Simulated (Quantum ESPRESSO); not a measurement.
# Ge (Fd-3m) in Quantum ESPRESSO: further runs, part 3 of 3

Quantum ESPRESSO 7.5.

**4. Phonons, LDA**

File pw.in:

```
&CONTROL
  calculation = 'scf'
  prefix = 'pwscf'
  outdir = './tmp'
  pseudo_dir = './pseudo'
  tprnfor = .true.
  tstress = .true.
  disk_io = 'low'
/
&SYSTEM
  ibrav = 0
  A = 4.00068289
  nat = 2
  ntyp = 1
  ecutwfc = 78
  nbnd = 21
  occupations = 'smearing'
  smearing = 'mv'
  degauss = 0.01469973
/
&ELECTRONS
  conv_thr = 4d-10
  electron_maxstep = 120
  mixing_beta = 0.5
/
ATOMIC_SPECIES
Ge    72.6300 Ge.upf
CELL_PARAMETERS alat
   0.0000000000    0.7071067810    0.7071067810
   0.7071067810    0.0000000000    0.7071067810
   0.7071067810    0.7071067810    0.0000000000
ATOMIC_POSITIONS alat
Ge     1.0606601714    1.0606601714    1.0606601714
Ge     0.7071067810    0.7071067810    0.7071067810
K_POINTS automatic
8 8 8 0 0 0
```

File relax.in:

```
&CONTROL
  calculation = 'vc-relax'
  prefix = 'pwscf'
  outdir = './tmp'
  pseudo_dir = './pseudo'
  tprnfor = .true.
  tstress = .true.
  disk_io = 'low'
  nstep = 40
  forc_conv_thr = 0.0001
  etot_conv_thr = 1d-06
/
&SYSTEM
  ibrav = 0
  A = 4.00068289
  nat = 2
  ntyp = 1
  ecutwfc = 78
  nbnd = 21
  occupations = 'smearing'
  smearing = 'mv'
  degauss = 0.01469973
/
&ELECTRONS
  conv_thr = 4d-10
  electron_maxstep = 120
  mixing_beta = 0.5
/
&IONS
  ion_dynamics = 'bfgs'
/
&CELL
  cell_dynamics = 'bfgs'
  press = 0
  press_conv_thr = 0.2
/
ATOMIC_SPECIES
Ge    72.6300 Ge.upf
CELL_PARAMETERS alat
   0.0000000000    0.7071067810    0.7071067810
   0.7071067810    0.0000000000    0.7071067810
   0.7071067810    0.7071067810    0.0000000000
ATOMIC_POSITIONS alat
Ge     1.0606601714    1.0606601714    1.0606601714
Ge     0.7071067810    0.7071067810    0.7071067810
K_POINTS automatic
8 8 8 0 0 0
```

File scf2.in:

```
&CONTROL
  calculation = 'scf'
  prefix = 'pwscf'
  outdir = './tmp'
  pseudo_dir = './pseudo'
  tprnfor = .true.
  tstress = .true.
  disk_io = 'low'
/
&SYSTEM
  ibrav = 0
  A = 3.97203562
  nat = 2
  ntyp = 1
  ecutwfc = 78
  nbnd = 21
  occupations = 'smearing'
  smearing = 'mv'
  degauss = 0.01469973
/
&ELECTRONS
  conv_thr = 1d-13
  electron_maxstep = 120
  mixing_beta = 0.5
  startingpot = 'file'
  startingwfc = 'file'
/
ATOMIC_SPECIES
Ge    72.6300 Ge.upf
CELL_PARAMETERS alat
   0.0000000000    0.7071067808    0.7071067808
   0.7071067808    0.0000000000    0.7071067808
   0.7071067808    0.7071067808    0.0000000000
ATOMIC_POSITIONS alat
Ge     1.0606601712    1.0606601712    1.0606601711
Ge     0.7071067808    0.7071067808    0.7071067807
K_POINTS automatic
8 8 8 0 0 0
```

File ph.in:

```
phonons of Ge
&INPUTPH
  prefix = 'pwscf'
  outdir = './tmp'
  tr2_ph = 1d-18
  fildyn = 'dyn'
  niter_ph = 90
  alpha_mix(1) = 0.4
/
0.3535533906 0.3535533906 0.3535533906
```

Potentials or basis: PseudoDojo 0.4.1 SR LDA standard.

On the command line:

```sh
OMP_NUM_THREADS=1 mpirun -n 4 pw.x -nk 4 -in pw.in > pw.out
OMP_NUM_THREADS=1 mpirun -n 4 pw.x -nk 4 -in relax.in > relax.out
OMP_NUM_THREADS=1 mpirun -n 4 pw.x -nk 4 -in scf2.in > scf2.out
OMP_NUM_THREADS=1 mpirun -n 4 ph.x -nk 4 -in ph.in > ph.out
```

pw.out:

```text
This program is part of the open-source Quantum ESPRESSO suite
     for quantum simulation of materials; please cite
[... 6 lines left out ...]
     using ibrav=0 with symmetry is DISCOURAGED, use correct ibrav instead

     K-points division:     npool     =       4
     Subspace diagonalization in iterative solution of the eigenvalue problem:
     a serial algorithm will be used

     G-vector sticks info
     --------------------
     sticks:   dense  smooth     PW     G-vecs:    dense   smooth      PW
     Sum        1237    1237    361                28475    28475    4573

     Using Slab Decomposition

     bravais-lattice index     =            0
     lattice parameter (alat)  =       7.5602  a.u.
     unit-cell volume          =     305.5512 (a.u.)^3
     number of atoms/cell      =            2
     number of atomic types    =            1
     number of electrons       =        28.00
     number of Kohn-Sham states=           21
     kinetic-energy cutoff     =      78.0000  Ry
     charge density cutoff     =     312.0000  Ry
     scf convergence threshold =      4.0E-10
     mixing beta               =       0.5000
     number of iterations used =            8  plain     mixing
     Exchange-correlation= SLA  PW   NOGX NOGC
                           (   1   4   0   0   0   0   0)

     celldm(1)=   7.560195  celldm(2)=   0.000000  celldm(3)=   0.000000
     celldm(4)=   0.000000  celldm(5)=   0.000000  celldm(6)=   0.000000

     crystal axes: (cart. coord. in units of alat)
               a(1) = (   0.000000   0.707107   0.707107 )
               a(2) = (   0.707107   0.000000   0.707107 )
               a(3) = (   0.707107   0.707107   0.000000 )

     reciprocal axes: (cart. coord. in units 2 pi/alat)
               b(1) = ( -0.707107  0.707107  0.707107 )
               b(2) = (  0.707107 -0.707107  0.707107 )
               b(3) = (  0.707107  0.707107 -0.707107 )

     PseudoPot. # 1 for Ge read from file:
     Ge.upf
     Pseudo is Norm-conserving + core correction, Zval = 14.0
     Generated using ONCVPSP code by D. R. Hamann
     Using radial grid of 1524 points,  6 beta functions with:
                l(1) =   0
                l(2) =   0
                l(3) =   1
                l(4) =   1
                l(5) =   2
                l(6) =   2

     atomic species   valence    mass     pseudopotential
     Ge               14.00    72.63000     Ge( 1.00)

     48 Sym. Ops., with inversion, found (24 have fractional translation)

   Cartesian axes

     site n.     atom                  positions (alat units)
         1        Ge     tau(   1) = (   1.0606602   1.0606602   1.0606602  )
         2        Ge     tau(   2) = (   0.7071068   0.7071068   0.7071068  )

     number of k points=    29  Marzari-Vanderbilt smearing, width (Ry)=  0.0147
                       cart. coord. in units 2pi/alat
        k(    1) = (   0.0000000   0.0000000   0.0000000), wk =   0.0039062
        k(    2) = (   0.0883883   0.0883883  -0.0883883), wk =   0.0312500
        k(    3) = (   0.1767767   0.1767767  -0.1767767), wk =   0.0312500
        k(    4) = (   0.2651650   0.2651650  -0.2651650), wk =   0.0312500
        k(    5) = (  -0.3535534  -0.3535534   0.3535534), wk =   0.0156250
        k(    6) = (   0.1767767   0.0000000   0.0000000), wk =   0.0234375
[... 21 lines left out ...]
        k(   28) = (  -0.7071068   0.1767767   0.0000000), wk =   0.0468750
        k(   29) = (  -0.7071068   0.3535534   0.0000000), wk =   0.0234375

     Dense  grid:    28475 G-vectors     FFT dimensions: (  48,  48,  48)

     Initial potential from superposition of free atoms

     starting charge      27.9987, renormalised to      28.0000
     Starting wfcs are   18 randomized atomic wfcs +    3 random wfcs

     Self-consistent Calculation

     iteration #  1     ecut=    78.00 Ry     beta= 0.50
     Davidson diagonalization with overlap
     ethr =  1.00E-02,  avg # of iterations =  5.1

     Threshold (ethr) on eigenvalues was too large:
     Diagonalizing with lowered threshold

     Davidson diagonalization with overlap
     ethr =  1.22E-04,  avg # of iterations =  3.4

     total energy              =    -356.94026173 Ry
     estimated scf accuracy    <       0.03505850 Ry

     iteration #  2     ecut=    78.00 Ry     beta= 0.50
     Davidson diagonalization with overlap
     ethr =  1.25E-04,  avg # of iterations =  1.0
[... 36 lines left out ...]
     total energy              =    -356.93954600 Ry
     estimated scf accuracy    <          2.9E-09 Ry

     iteration #  8     ecut=    78.00 Ry     beta= 0.50
     Davidson diagonalization with overlap
     ethr =  1.02E-11,  avg # of iterations =  2.0

     End of self-consistent calculation

          k = 0.0000 0.0000 0.0000 (  3527 PWs)   bands (ev):

   -15.7127 -15.7127 -15.7127 -15.6760 -15.6760 -15.4656 -15.4656 -15.4656
   -15.4528 -15.4528  -3.5823   9.0443   9.2343   9.2343   9.2343  11.7697
    11.7697  11.7697  15.4472  18.7517  18.7517

          k = 0.0884 0.0884-0.0884 (  3575 PWs)   bands (ev):

   -15.7207 -15.7207 -15.7102 -15.6648 -15.6648 -15.4777 -15.4777 -15.4685
   -15.4424 -15.4424  -3.3925   6.8018   8.9000   8.9000  10.1503  12.2161
    12.2161  12.6506  16.4041  17.8202  17.8203
[... 13 lines left out ...]
          k =-0.3536-0.3536 0.3536 (  3582 PWs)   bands (ev):

   -15.7371 -15.7371 -15.6949 -15.6342 -15.6342 -15.5005 -15.5005 -15.4864
   -15.4252 -15.4252  -1.4994   1.5899   7.8336   7.8336   9.2822  12.9580
    12.9580  16.2279  19.6285  20.1223  20.4240

          k = 0.1768 0.0000 0.0000 (  3575 PWs)   bands (ev):

   -15.7200 -15.7184 -15.7184 -15.6671 -15.6526 -15.5000 -15.4609 -15.4569
   -15.4569 -15.4378  -3.3282   6.7521   8.3611   8.3611  11.0907  11.3591
    12.9583  12.9583  16.5911  16.6967  19.0185

          k = 0.2652 0.0884-0.0884 (  3563 PWs)   bands (ev):

   -15.7337 -15.7266 -15.7095 -15.6531 -15.6328 -15.5205 -15.4775 -15.4601
   -15.4421 -15.4284  -2.8931   4.9858   7.7034   7.7998  11.0725  11.7793
    13.7821  14.0356  16.4885  18.0378  18.7848
[... 19 lines left out ...]
          k =-0.0884-0.2652 0.2652 (  3560 PWs)   bands (ev):

   -15.7399 -15.7377 -15.6918 -15.6449 -15.6274 -15.5132 -15.4981 -15.4773
   -15.4293 -15.4206  -2.4267   3.6639   6.6664   8.3104  10.7710  12.9858
    13.1460  14.8405  16.8328  18.0049  19.5713

          k = 0.0000-0.1768 0.1768 (  3557 PWs)   bands (ev):

   -15.7319 -15.7250 -15.7062 -15.6574 -15.6460 -15.4981 -15.4882 -15.4570
   -15.4478 -15.4287  -3.0803   5.5299   7.4861   8.8535  10.8489  12.3374
    12.4528  13.9604  16.7944  17.5539  17.8179

          k = 0.3536 0.0000 0.0000 (  3543 PWs)   bands (ev):

   -15.7310 -15.7310 -15.7187 -15.6420 -15.6073 -15.5526 -15.4842 -15.4401
   -15.4372 -15.4372  -2.5741   4.4419   7.2007   7.2007  10.1792  11.8836
    15.0294  15.0294  16.2336  19.2160  19.8205

          k = 0.4419 0.0884-0.0884 (  3546 PWs)   bands (ev):

   -15.7455 -15.7377 -15.6996 -15.6245 -15.5873 -15.5731 -15.5019 -15.4634
   -15.4261 -15.4172  -1.9169   3.0941   6.3721   6.8511  10.4359  11.8510
    14.9330  15.6528  18.3975  20.0918  20.5152
[... 7 lines left out ...]
          k =-0.0884-0.4419 0.4419 (  3556 PWs)   bands (ev):

   -15.7614 -15.7465 -15.6622 -15.6054 -15.5961 -15.5477 -15.5367 -15.5034
   -15.4128 -15.4000  -0.9279   1.5833   5.0707   7.1572  10.7729  14.1807
    14.8713  15.9362  16.8541  18.2406  20.9727

          k = 0.0000-0.3536 0.3536 (  3555 PWs)   bands (ev):

   -15.7533 -15.7459 -15.6687 -15.6319 -15.6046 -15.5328 -15.5135 -15.5006
   -15.4138 -15.4104  -1.7019   2.6463   5.3565   7.7330  11.1134  13.9998
    14.2671  14.4453  16.8988  18.5869  21.0433

          k = 0.5303 0.0000-0.0000 (  3539 PWs)   bands (ev):

   -15.7423 -15.7423 -15.6986 -15.6092 -15.6048 -15.5551 -15.5194 -15.4639
   -15.4187 -15.4187  -1.3485   2.2596   6.4304   6.4304   9.7323  10.7221
    17.2140  17.2140  18.3520  21.1621  21.4508
[... 7 lines left out ...]
          k =-0.0000-0.5303 0.5303 (  3536 PWs)   bands (ev):

   -15.7635 -15.7476 -15.6583 -15.5996 -15.5735 -15.5601 -15.5547 -15.5056
   -15.4107 -15.3964  -0.1775   0.8826   4.8895   6.6054  10.3111  13.2493
    16.3379  16.5645  17.3182  19.0453  22.6364

          k =-0.7071 0.0000 0.0000 (  3540 PWs)   bands (ev):

   -15.7466 -15.7466 -15.6606 -15.6606 -15.5617 -15.5617 -15.5046 -15.5046
   -15.4113 -15.4113   0.2927   0.2927   6.1653   6.1653   9.9024   9.9024
    18.6399  18.6399  20.6620  20.6620  22.0266

          k = 0.3536 0.1768-0.0000 (  3553 PWs)   bands (ev):

   -15.7412 -15.7388 -15.6958 -15.6400 -15.6116 -15.5422 -15.4904 -15.4712
   -15.4280 -15.4202  -2.3491   3.7990   6.3705   7.6164  11.5435  11.9417
    13.8374  14.7293  17.2278  19.2180  19.5734
[... 25 lines left out ...]
          k =-0.0000-0.3536 0.5303 (  3557 PWs)   bands (ev):

   -15.7621 -15.7517 -15.6517 -15.6020 -15.5756 -15.5723 -15.5389 -15.5106
   -15.4078 -15.3987  -0.7299   1.5066   4.9335   6.5076  11.8283  13.6975
    14.1395  15.9331  17.3955  18.8883  22.4505

          k =-0.7071 0.1768 0.0000 (  3542 PWs)   bands (ev):

   -15.7542 -15.7542 -15.6416 -15.6416 -15.5635 -15.5635 -15.5209 -15.5209
   -15.4047 -15.4047   0.3398   0.3398   5.6903   5.6903  11.1018  11.1018
    16.7566  16.7566  20.1905  20.1905  22.0896

          k =-0.7071 0.3536 0.0000 (  3552 PWs)   bands (ev):

   -15.7603 -15.7603 -15.6183 -15.6183 -15.5695 -15.5695 -15.5375 -15.5375
   -15.3992 -15.3992   0.3893   0.3893   5.3219   5.3219  13.4799  13.4799
    13.8893  13.8893  20.1601  20.1601  22.1677

     the Fermi energy is     9.1169 ev

!    total energy              =    -356.93954600 Ry
     estimated scf accuracy    <          1.2E-10 Ry
     smearing contrib. (-TS)   =       0.00019542 Ry
     internal energy E=F+TS    =    -356.93974142 Ry

     The total energy is F=E-TS. E is the sum of the following terms:
     one-electron contribution =    -184.28803723 Ry
     hartree contribution      =     110.70700090 Ry
     xc contribution           =     -85.85794690 Ry
     ewald contribution        =    -197.50075819 Ry

     convergence has been achieved in   8 iterations

     Forces acting on atoms (cartesian axes, Ry/au):

     atom    1 type  1   force =     0.00000000    0.00000000    0.00000000
     atom    2 type  1   force =    -0.00000000   -0.00000000   -0.00000000

     Total force =     0.000000     Total SCF correction =     0.000000

     Computing stress (Cartesian axis) and pressure

          total   stress  (Ry/bohr**3)                   (kbar)     P=      -14.45
  -0.00009825   0.00000000   0.00000000          -14.45        0.00        0.00
   0.00000000  -0.00009825   0.00000000            0.00      -14.45        0.00
   0.00000000   0.00000000  -0.00009825            0.00        0.00      -14.45

=------------------------------------------------------------------------------=
   JOB DONE.
=------------------------------------------------------------------------------=
```

Wall time 10 min (4 MPI ranks of Arm Neoverse V1, shared host); peak memory 0.4 GiB.

Results:

- Free energy: -4856.4143 eV
- Relaxed volume: 22.16 Å³/atom
- Relaxed cell: a = 3.972 Å, b = 3.972 Å, c = 3.972 Å, α = 60.00°, β = 60.00°, γ = 60.00°
- Space group after relaxing (to 0.05 Å): Fd-3m (No. 227)
- Pressure after relaxing: 0.0 GPa
- Band gap on the k mesh: none (metal or under the smearing width)
- Highest phonon frequency at the q point run: 282 cm⁻¹

The path:
```tsv
step	energy change (eV)	largest force (eV/Å)	pressure (GPa)	volume (Å³)
1	0.0000	0.0000	-1.45	45.28
2	-0.0025	0.0000	-0.97	44.95
3	-0.0044	0.0000	-0.22	44.45
4	-0.0045	0.0000	0.01	44.31
5	-0.0045	0.0000	0.00	44.31
```

Final structure:
```xyz
2
Lattice="0.0000 2.8087 2.8087 2.8087 0.0000 2.8087 2.8087 2.8087 0.0000" Properties=species:S:1:pos:R:3 pbc="T T T"
Ge    4.2130    4.2130    4.2130
Ge    2.8087    2.8087    2.8087
```

Levels at points of the mesh, in eV from the Fermi level:
```csv
k point,band 12,band 13,band 14,band 15,band 16,band 17
"(0.00, 0.00, 0.00)",0.09,0.09,0.09,0.09,2.63,2.63
"(0.00, 0.00, -0.50)",-7.66,-1.35,-1.35,0.20,3.82,3.82
"(0.00, -0.50, -0.50)",-8.94,-3.06,-3.06,0.73,0.73,9.67
```

Phonon frequencies in cm⁻¹ (negative: imaginary):
```
              q point            frequencies
(0.500, 0.500, 0.500)  59 59 218 238 282 282
```

**5. Against experiment**

Step 2. Against the measured gap of Ge, 0.744 eV (indirect; 0 K; “Temperature-dependent photoluminescence in Ge: experiment and theory”, 2020, arxiv:2003.00143), the calculated 0.00 eV is off by -0.74 eV. 3 values of this kind are on record (0.666 to 0.807 eV); this one was drawn at random among those near their median. Spin-orbit coupling on Ge is left out. The value is that of LDA on a finite k mesh, which can miss the band edges, without temperature or zero-point motion. Semilocal functionals fall short of measured gaps as a rule.

Step 3. A measured gap of Ge is 0.666 eV (indirect; 293 K; “Electronic and optical properties of SixGe1-x-ySny alloys lattice-matched to Ge”, 2021, arxiv:2109.02782); the calculated 0.00 eV misses it by -0.67 eV. 3 values of this kind are on record (0.666 to 0.807 eV); this one was drawn at random among those near their median. Spin-orbit coupling on Ge is left out. The value is that of LDA on a finite k mesh, which can miss the band edges, without temperature or zero-point motion. Semilocal functionals fall short of measured gaps as a rule.

Step 4. Measured gap of Ge: 0.807 eV (direct; 300 K; “Electronic and optical properties of SixGe1-x-ySny alloys lattice-matched to Ge”, 2021, arxiv:2109.02782). This calculation gives 0.00 eV (-0.81 eV). 3 values of this kind are on record (0.666 to 0.807 eV); this one was drawn at random among those near their median. Spin-orbit coupling on Ge is left out. The value is that of LDA on a finite k mesh, which can miss the band edges, without temperature or zero-point motion. Semilocal functionals fall short of measured gaps as a rule.
